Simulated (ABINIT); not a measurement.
Crystal: BP.

```xyz
2
Lattice="0.0000 2.2690 2.2690 2.2690 0.0000 2.2690 2.2690 2.2690 0.0000" Properties=species:S:1:pos:R:3 pbc="T T T"
P     3.4035    3.4035    3.4035
B     0.0000    0.0000    0.0000
```

Base run:

| Item | Value |
| --- | --- |
| Program | ABINIT 10.8.3 (patched build) |
| Functional | OLYP |
| Potentials or basis | PseudoDojo NC SR PBE v0.4.1 standard |
| Cutoff | 1034 eV |
| k mesh | 10 × 10 × 10 |
| Occupations | fermi-dirac, width 0.05 eV |
| Spin | no spin polarisation |

Its results: band gap on the k mesh 1.39 eV, indirect (least direct gap 3.41 eV); pressure -2.5 GPa.

Question: The run is repeated on the same cell with these changes: functional from OLYP to BP86. What comes out?

Answer: Band gap on the k mesh 1.32 eV, indirect (least direct gap 3.46 eV); pressure 2.6 GPa.

Caveats: the potentials were made for another functional, which shifts forces and pressure.
